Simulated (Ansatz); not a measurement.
The system is KBr.

```
CELL_PARAMETERS angstrom
0.00000 3.30000 3.30000
3.30000 0.00000 3.30000
3.30000 3.30000 0.00000
ATOMIC_POSITIONS crystal
Br 0.50000 0.50000 0.50000
K 0.00000 0.00000 0.00000
```

Base run:

```yaml
Program: Ansatz 0.2.0
Functional: HSE(alpha, omega)
Potentials_or_basis: all-electron PAW datasets made for the crystal
Cutoff: 220 eV
Density_cutoff: 880 eV
k_mesh: 4 × 4 × 4
Occupations: fermi-dirac, width 0.05 eV
Spin: no spin polarisation
```

Its results: band gap on the k mesh 5.18 eV, direct.

Task: After a change of settings the same cell gave: band gap on the k mesh 4.91 eV, direct. Which change was it?
A. screening of exact exchange from 0.4 1/A to 0.15 1/A
B. functional from HSE(alpha, omega) to PBEsol; cutoff from 220 eV to 200 eV; density cutoff from 880 eV to 800 eV; k mesh from 4 × 4 × 4 to 7 × 7 × 7
C. functional from HSE(alpha, omega) to PBEsol; cutoff from 220 eV to 200 eV; density cutoff from 880 eV to 800 eV; k mesh from 4 × 4 × 4 to 6 × 6 × 6
D. screening of exact exchange from 0.4 1/A to 0.6 1/A

Result: D.

Not every run made on this cell is shown here.
